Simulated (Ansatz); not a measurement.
Ni:

```
Ni
1.0
     2.44802    0.00000    0.00000
    -1.22401    2.12005    0.00000
     0.00000    0.00000    4.07281
Ni
2
Cartesian
  1.2240 0.7067 3.0546
  0.0000 1.4134 1.0182
```

This isn't the form of Ni at room conditions, which is fcc.

Program: Ansatz 0.2.0. Alike in all runs: task single point; level PBEsol; potentials or basis Ansatz PAW; cell as given; cutoff (eV) 420; smearing fermi-dirac 0.05 eV. Hardware: 2 threads of Arm Neoverse V2 (shared host).

Q: Order these runs on this cell by their wall time, lowest first.
A. spin collinear, ferromagnetic start; fixed moment (μB) 0.5; k mesh 10 × 10 × 6
B. spin non-collinear, random start; k mesh 9 × 9 × 5
C. spin collinear, program default start; fixed moment (μB) 0.0; k mesh 10 × 10 × 6

A: C (1 s), A (2.1 s), B (12 s).

Caveats: the total moment is fixed, so each spin has its own Fermi level (some runs); the starting moments weren't kept (some runs).
